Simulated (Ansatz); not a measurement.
A surface is cut from this relaxed crystal of ZnSe:

```cif
data_structure
_symmetry_space_group_name_H-M 'F-43m'
_symmetry_Int_Tables_number 216
_cell_length_a 5.6659
_cell_length_b 5.6659
_cell_length_c 5.6659
_cell_angle_alpha 90.000
_cell_angle_beta 90.000
_cell_angle_gamma 90.000
_cell_volume 181.89
loop_
_atom_site_label
_atom_site_type_symbol
_atom_site_symmetry_multiplicity
_atom_site_Wyckoff_symbol
_atom_site_fract_x
_atom_site_fract_y
_atom_site_fract_z
_atom_site_occupancy
Zn1 Zn 4 a 0.00000 0.00000 0.00000 1
Se1 Se 4 c 0.25000 0.25000 0.25000 1
```

Miller indices refer to the conventional cell of F-43m (No. 216), a = 5.666 Å, b = 5.666 Å, c = 5.666 Å, α = 90.00°, β = 90.00°, γ = 90.00°. The bulk's gap is 1.87 eV.

Consider the (100) slab of 8 planes, 9.9 Å thick with 15 Å of vacuum as cut; outer planes Zn (top) and Se (bottom), all atoms relaxed.

These are results of DFT r2SCAN, scalar-relativistic, plane waves, PAW (Ansatz), not measurements. Settings: cutoff 500 eV, Γ-centred mesh 7×7×1 on the computed 8-atom cell, Gaussian smearing of 0.05 eV; no spin polarisation. The cell repeats along c with a dipole correction in the vacuum.

(1) Estimate the surface energy (mean of both faces).

(2) Estimate the gap of the slab on the mesh.

(3) Predict the dipole of the slab along +c, per cell.

(4) The top two planes lie 1.416 Å apart in the bulk. How does relaxation change this?

The gap is read on a mesh, which can miss the band edges, so it can be too wide. Gaps are read on the k points sampled, so a band crossing between them can be missed.

Results:

(1) 1.86 J/m².

(2) 0.10 eV.

(3) 0.23 e·Å.

(4) The spacing becomes 1.345 Å (-5.0 %).